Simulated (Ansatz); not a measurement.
# Ge: the cost of one run

Computed with Ansatz 0.2.0 (DFT PBEsol, scalar-relativistic, plane waves, PAW, unless a step's input says otherwise).

2 further runs of the same task are left out: 2 set aside as unsound or not needed.

### Step 1. The system as given

Symmetry: Fd-3m, No. 227, cubic system. Conventional cell: a = 5.676 Å, b = 5.676 Å, c = 5.676 Å, α = 90.00°, β = 90.00°, γ = 90.00°. Ge (site symmetry -43m) has 4 Ge at 2.46 Å in its first shell of neighbours.

As a file:

```
Ge
1.0
     0.00000   -2.83788   -2.83788
     0.00000    2.83788   -2.83788
     5.67576    0.00000    0.00000
Ge
4
Direct
  0.50000 0.50000 0.00000
  0.00000 0.00000 0.50000
  0.00000 0.50000 0.25000
  0.50000 0.00000 0.75000
```

It is built from the cell relaxed beforehand with the same method (22.86 Å³/atom).

### Step 2. The undisturbed cell

Contents of input.yaml:

```yaml
crystal:
  lattice:
    - [0.0, -2.837880726, -2.837880726]
    - [0.0, 2.837880726, -2.837880726]
    - [5.675761452, 0.0, 0.0]
  atoms:
    - { symbol: Ge, position: [0.5, 0.5, 0.0] }
    - { symbol: Ge, position: [0.0, 0.0, 0.5] }
    - { symbol: Ge, position: [0.0, 0.5, 0.25] }
    - { symbol: Ge, position: [0.5, 0.0, 0.75] }
basis:
  ecutwfc: 420
kpoints:
  mp_grid: { grid: [8, 8, 6] }
hamiltonian:
  xc: pbesol
scf:
  occupations: { method: gaussian, width: 0.15 }
output:
  forces: true
  stress: true
  eigenvalues: true
  write_density: true
  write_potential: true
  elf: true
  volumetric_format: npy
```

Command:

```sh
> ansatz run input.yaml --threads 2 --pin off --max-ram 5120MiB --backend cpu --events-out ev --progress --plain --runs-dir out
```

Q: Estimate wall time and peak memory on 2 threads of AMD EPYC 9R45 (Zen 5), shared host.

About 2.6 s, with a peak of 0.5 GiB.
